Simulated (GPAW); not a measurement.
Input of a GPAW 26.7.0 run:

run.py

```python
from ase.dft.bandgap import bandgap
from ase.io import read, write
from ase.units import GPa
from gpaw import GPAW, PW

atoms = read('Bi.xyz')

calc = GPAW(mode=PW(500),
            xc='LDA',
            kpts={'size': (6, 6, 6), 'gamma': True},
            occupations={'name': 'fermi-dirac', 'width': 0.05},
            nbands=25,
            maxiter=120,
            txt='gpaw.txt')
atoms.calc = calc
energy = atoms.get_potential_energy()
forces = atoms.get_forces()
stress = atoms.get_stress()
calc.write('gs.gpw')
write('result.traj', atoms)
print(f'Energy: {energy:.6f} eV')
print('Forces (eV/A):')
print(forces.round(4))
print('Stress (GPa):', (stress / GPa).round(3))
print('Fermi level:', round(calc.get_fermi_level(), 4), 'eV')
print(f'Gap: {bandgap(calc)[0]:.4f} eV, direct: {bandgap(calc, direct=True)[0]:.4f} eV')
```

Bi.xyz

```xyz
2
Lattice="2.2675000000 1.3091417354 3.9380000000 -2.2675000000 1.3091417354 3.9380000000 0.0000000000 -2.6182834708 3.9380000000" Properties=species:S:1:pos:R:3 pbc="T T T"
Bi     0.0000000000      0.0000000000      9.0495240000
Bi     0.0000000000      0.0000000000      2.7644760000
```

Potentials or basis: the program's PAW data sets (release 1.2.1) made for this functional, pw.

Launch:

```console
$ OMP_NUM_THREADS=1 python run.py
```

Task: Predict the pressure.

Result: -1.7 GPa.

Task: Estimate the largest force.

Result: 0.047 eV/Å.

Task: Estimate the band gap on the k mesh.

Result: None (metal or under the smearing width).

Forces in eV/Å, atoms in the order of the input:
```
Bi   0.000  0.000  0.047
Bi   0.000  0.000 -0.047
```

Caveat: the cutoff is short for stress and forces, so pressures can be off by a GPa or more; spin-orbit coupling is left out, which moves the levels of the heavy elements.
